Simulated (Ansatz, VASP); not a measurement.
## Two plane-wave programs on TaN

```
Ta N
1.0
     0.00000    2.19256    2.19256
     2.19256    0.00000    2.19256
     2.19256    2.19256    0.00000
Ta N
1 1
Direct
  0.50000 0.50000 0.50000
  0.00000 0.00000 0.00000
```

Alike in both runs: functional PBE; dispersion D3(BJ); k mesh 16 × 16 × 16; occupations gaussian, width 0.1 eV; no spin polarisation.

Ansatz relaxed the structure, and its values are those at the end. VASP's run is a single point on that final structure, the one shown.

```csv
,VASP,Ansatz
version,VASP 6.6.1,Ansatz 0.2.0
potentials or method,"VASP PAW PBE potentials, release 64 (Ta_pv, N)","scalar-relativistic, plane waves, PAW"
plane-wave cutoff (eV),520,420
valence electrons in the cell,16,18
```

```csv
,VASP,Ansatz,Ansatz less VASP
gap on the k mesh at the Fermi level (eV),none,none,-
pressure (GPa),0.9,0.0,-0.88
```

A gap of «none» marks a metal or a gap that the smearing closes. The two sets of potentials don't hold the same shells in valence.

Caveats: pairwise dispersion overbinds metals, which lowers pressure and volume. Spin-orbit coupling is left out, which matters for the levels of Ta.
